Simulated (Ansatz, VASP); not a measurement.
# One calculation of Te, two programs

```
CELL_PARAMETERS angstrom
2.30590 1.33131 1.69095
-2.30590 1.33131 1.69095
0.00000 -2.66263 1.69095
ATOMIC_POSITIONS crystal
Te 0.50000 0.50000 0.50000
```

This isn't the form of Te at room conditions, which is trigonal, of chains.

Alike in both runs: task single point; functional PBE; k mesh 5 × 5 × 5; occupations fermi-dirac, width 0.04 eV; no spin polarisation.

|  | VASP | Ansatz |
| --- | --- | --- |
| version | VASP 6.6.1 | Ansatz 0.2.0 |
| potentials or method | VASP PAW PBE potentials, release 64 (Te), cutoff 520 eV | all-electron LAPW, scalar-relativistic |

Ansatz gave:

* gap on the k mesh at the Fermi level (eV): none
* pressure (GPa): 1.9
* largest component of the traceless stress (GPa): 0.22

Estimate VASP's values.

gap on the k mesh at the Fermi level (eV): none; pressure (GPa): 1.8; largest component of the traceless stress (GPa): 0.22.

A gap of «none» marks a metal or a gap that the smearing closes. Ansatz ran all-electron here, so the differences hold the error of VASP's frozen core and of both bases.

Caveats: the k mesh is coarse (spacing up to 0.40 Å⁻¹), so the values aren't converged. Spin-orbit coupling is left out, which matters for the levels of Te.
